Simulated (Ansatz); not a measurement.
Input and command of a calculation in Ansatz (plane waves; scalar-relativistic PAW potentials unless the input names others):

```yaml
crystal:
  lattice:
    - [6.6472290895, 0.0, 0.0]
    - [0.0, 6.6472290895, 0.0]
    - [0.0, 0.0, 26.3095932586]
  atoms:
    - { symbol: Si, position: [0.3879501839, 0.8987817344, 0.2899367524] }
    - { symbol: Si, position: [0.1120498161, 0.1012182656, 0.2899367524] }
    - { symbol: Si, position: [0.6120498161, 0.3987817344, 0.2899367524] }
    - { symbol: Si, position: [0.8879501839, 0.6012182656, 0.2899367524] }
    - { symbol: Si, position: [0.3966381183, 0.5993125745, 0.3358619701] }
    - { symbol: Si, position: [0.1033618817, 0.4006874255, 0.3358619701] }
    - { symbol: Si, position: [0.6033618817, 0.0993125745, 0.3358619701] }
    - { symbol: Si, position: [0.8966381183, 0.9006874255, 0.3358619701] }
    - { symbol: Si, position: [0.8991866986, 0.4021486907, 0.4118538876] }
    - { symbol: Si, position: [0.6008133014, 0.5978513093, 0.4118538876] }
    - { symbol: Si, position: [0.1008133014, 0.9021486907, 0.4118538876] }
    - { symbol: Si, position: [0.3991866986, 0.0978513093, 0.4118538876] }
    - { symbol: Si, position: [0.8966955761, 0.1029285593, 0.4626597722] }
    - { symbol: Si, position: [0.6033044239, 0.8970714407, 0.4626597722] }
    - { symbol: Si, position: [0.1033044239, 0.6029285593, 0.4626597722] }
    - { symbol: Si, position: [0.3966955761, 0.3970714407, 0.4626597722] }
    - { symbol: Si, position: [0.3966955808, 0.8970714392, 0.5373402256] }
    - { symbol: Si, position: [0.1033044192, 0.1029285608, 0.5373402256] }
    - { symbol: Si, position: [0.6033044192, 0.3970714392, 0.5373402256] }
    - { symbol: Si, position: [0.8966955808, 0.6029285608, 0.5373402256] }
    - { symbol: Si, position: [0.3991866952, 0.5978513078, 0.5881461117] }
    - { symbol: Si, position: [0.1008133048, 0.4021486922, 0.5881461117] }
    - { symbol: Si, position: [0.6008133048, 0.0978513078, 0.5881461117] }
    - { symbol: Si, position: [0.8991866952, 0.9021486922, 0.5881461117] }
    - { symbol: Si, position: [0.8966381199, 0.400687425, 0.6641380307] }
    - { symbol: Si, position: [0.6033618801, 0.599312575, 0.6641380307] }
    - { symbol: Si, position: [0.1033618801, 0.900687425, 0.6641380307] }
    - { symbol: Si, position: [0.3966381199, 0.099312575, 0.6641380307] }
    - { symbol: Si, position: [0.8879501847, 0.1012182667, 0.7100632496] }
    - { symbol: Si, position: [0.6120498153, 0.8987817333, 0.7100632496] }
    - { symbol: Si, position: [0.1120498153, 0.6012182667, 0.7100632496] }
    - { symbol: Si, position: [0.3879501847, 0.3987817333, 0.7100632496] }
kpoints:
  mp_grid: { grid: [5, 5, 1] }
hamiltonian:
  xc: rpbe
scf:
  occupations: { method: gaussian, width: 0.1 }
  n_extra_bands: 8
output:
  forces: true
  eigenvalues: true
efield:
  axis: 3
  dipole_correction: true
  ramp_width: 0.04
```

```bash
ansatz run input.yaml --threads 4 --pin off --max-ram 10240MiB --backend cpu --events-out ev --progress --plain --runs-dir out
```

Abridged log:
```
Basis set: ecut = 420 eV, 22727 PW (Γ), exchange–correlation on 90×90×360 points (8 copies of the dense FFT grid, shifted against one another)
Bands: 72, of which v1, the nominal top of the filled ones, is band 64 counted from 1 (63 counted from 0)
Symmetry: 4 space group operations
k-points: 9 of 25
SCF iter   1: F=—  HF=-20431.604692 eV  |F-HF|=—  |Δ(HF+E_count)|=         —  Δρ=2.52e-3  dr2=1.72e-1  ethr=1.77e-3  p= 0.000 e·Å  D=-1.57e-9 V/Å  ΔV_dip=0.00 eV  dr2_dipole=2.36e-10  V_vac-E_F(+/−)=4.68/4.68 eV  ⟨swp⟩=9.0  Hψ=4216  notcnv=0
efield: sawtooth ramp at fractional position 0.9800 (placed from the atoms, in the widest stretch of the axis that holds none; the zero of the levels goes with the place), width 0.0400; the density the first Hamiltonian is built on has a dipole p =  0.000 e·Å; the dipole correction subtracts the counter field D = -1.57e-9 V/Å, which shifts the + side's vacuum level by +0.00 eV against the − side's; the planar-averaged density in the ramp window peaks in size at 1.0e-5 e/Å³
SCF iter   2: F=—  HF=-20431.599110 eV  |F-HF|=—  |Δ(HF+E_count)|=   5.58e-3  Δρ=1.03e-3  dr2=4.13e-2  ethr=1.35e-4  p= 0.000 e·Å  D=-1.09e-6 V/Å  ΔV_dip=0.00 eV  dr2_dipole=1.15e-10  V_vac-E_F(+/−)=4.76/4.76 eV  ⟨swp⟩=2.6  Hψ=1361  notcnv=0  defer=2
SCF iter   3: F=—  HF=-20431.593591 eV  |F-HF|=—  |Δ(HF+E_count)|=   5.52e-3  Δρ=4.08e-4  dr2=1.06e-2  ethr=3.22e-5  p= 0.000 e·Å  D=-5.44e-7 V/Å  ΔV_dip=0.00 eV  dr2_dipole=1.51e-10  V_vac-E_F(+/−)=4.77/4.77 eV  ⟨swp⟩=2.1  Hψ=1153  notcnv=0  defer=2
SCF iter   4: F=—  HF=-20431.592721 eV  |F-HF|=—  |Δ(HF+E_count)|=   8.70e-4  Δρ=1.73e-4  dr2=2.46e-3  ethr=8.27e-6  p= 0.000 e·Å  D=-1.51e-7 V/Å  ΔV_dip=0.00 eV  dr2_dipole=2.35e-13  V_vac-E_F(+/−)=4.77/4.77 eV  ⟨swp⟩=2.8  Hψ=1239  notcnv=0  defer=2
SCF iter   5: F=—  HF=-20431.592576 eV  |F-HF|=—  |Δ(HF+E_count)|=   1.45e-4  Δρ=5.09e-5  dr2=2.61e-4  ethr=1.92e-6  p=0.000 e·Å  D=6.97e-8 V/Å  ΔV_dip= 0.00 eV  dr2_dipole=1.88e-16  V_vac-E_F(+/−)=4.78/4.78 eV  ⟨swp⟩=2.1  Hψ=873  notcnv=0  defer=2
SCF iter   6: F=—  HF=-20431.592568 eV  |F-HF|=—  |Δ(HF+E_count)|=   7.18e-6  Δρ=1.34e-5  dr2=4.13e-6  ethr=2.04e-7  p=0.000 e·Å  D=1.10e-7 V/Å  ΔV_dip= 0.00 eV  dr2_dipole=8.46e-12  V_vac-E_F(+/−)=4.78/4.78 eV  ⟨swp⟩=2.1  Hψ=928  notcnv=0  defer=2
SCF iter   7: F=—  HF=-20431.592460 eV  |F-HF|=—  |Δ(HF+E_count)|=   1.08e-4  Δρ=4.13e-6  dr2=1.28e-6  ethr=3.22e-9  p=0.000 e·Å  D=8.54e-9 V/Å  ΔV_dip= 0.00 eV  dr2_dipole=1.47e-12  V_vac-E_F(+/−)=4.78/4.78 eV  ⟨swp⟩=3.1  Hψ=1506  notcnv=0  defer=1
SCF iter   8: F=-20431.592461 eV  HF=-20431.592461 eV  |F-HF|=2.53e-8  |Δ(HF+E_count)|=   2.07e-7  Δρ=1.08e-6  dr2=2.51e-8  ethr=7.81e-11  p=0.000 e·Å  D=1.02e-9 V/Å  ΔV_dip= 0.00 eV  dr2_dipole=9.24e-13  V_vac-E_F(+/−)=4.78/4.78 eV  ⟨swp⟩=14.0  Hψ=3889  notcnv=0
SCF 1 converged in 8 iterations: F = -20431.592461 eV  dr2 = 2.51e-8
SCF converged after 8 iterations
Free energy (F): -20431.592461 eV
Harris-Foulkes:  -20431.592461 eV  (|F-HF|=2.53e-8)
Internal energy: -20431.505827 eV  (E = F + TS)
E sigma→0 (E₀):  -20431.549144 eV
Entropy (-TS):   -0.086633 eV (-2.707 meV/atom)
Fermi energy:    1.300146 eV
Dipole field:    D = 0.000001 V/Å  (p = 0.000003 e·Å, saw-weighted, corrected)
Work function:   Φ+ = 4.7837 eV   Φ− = 4.7837 eV
Levels:          The Fermi level and band energies are counted from a zero that moves with the ramp; work functions are not
--- Forces (eV/Å), atoms counted from 1 ---
  atom   1  Si     0.11707828    -0.15728719    -0.22909038
  atom   2  Si    -0.11707828     0.15728719    -0.22909038
  atom   3  Si    -0.11707828    -0.15728719    -0.22909038
  atom   4  Si     0.11707828     0.15728719    -0.22909038
  atom   5  Si    -0.08492220     0.09070910     0.13725746
  atom   6  Si     0.08492220    -0.09070910     0.13725746
  atom   7  Si     0.08492220     0.09070910     0.13725746
  atom   8  Si    -0.08492220    -0.09070910     0.13725746
  atom   9  Si    -0.11235561    -0.10902855    -0.14508331
  atom  10  Si     0.11235561     0.10902855    -0.14508331
  atom  11  Si     0.11235561    -0.10902855    -0.14508331
  atom  12  Si    -0.11235561     0.10902855    -0.14508331
  atom  13  Si    -0.12474599     0.12297679     0.11179473
  atom  14  Si     0.12474599    -0.12297679     0.11179473
  atom  15  Si     0.12474599     0.12297679     0.11179473
  atom  16  Si    -0.12474599    -0.12297679     0.11179473
  atom  17  Si    -0.12474615    -0.12297652    -0.11179435
  atom  18  Si     0.12474615     0.12297652    -0.11179435
  atom  19  Si     0.12474615    -0.12297652    -0.11179435
  atom  20  Si    -0.12474615     0.12297652    -0.11179435
  atom  21  Si    -0.11235505     0.10902863     0.14508308
  atom  22  Si     0.11235505    -0.10902863     0.14508308
  atom  23  Si     0.11235505     0.10902863     0.14508308
  atom  24  Si    -0.11235505    -0.10902863     0.14508308
  atom  25  Si    -0.08492252    -0.09070893    -0.13725755
  atom  26  Si     0.08492252     0.09070893    -0.13725755
  atom  27  Si     0.08492252    -0.09070893    -0.13725755
  atom  28  Si    -0.08492252     0.09070893    -0.13725755
  atom  29  Si     0.11707873     0.15728771     0.22909033
  atom  30  Si    -0.11707873    -0.15728771     0.22909033
  atom  31  Si    -0.11707873     0.15728771     0.22909033
  atom  32  Si     0.11707873    -0.15728771     0.22909033
```

Apart from outputs and the relaxation, which only the reference makes, the input differs from a reference run on usual settings in hamiltonian.xc: "r2scan" → "rpbe"; scf.n_extra_bands: not typed → 8; basis.ecutwfc: 500 → not typed. The reference, at the same geometry, ended its own course with largest force 0.012 eV/Å, no gap on the mesh. This run converged in 8 SCF iterations with a total energy on another zero, largest force 0.302 eV/Å, no gap on the mesh.

It took 8.2 s on 4 threads of AMD EPYC 9R45 96-Core Processor (Zen 5), on a shared host, peak memory 2.1 GiB.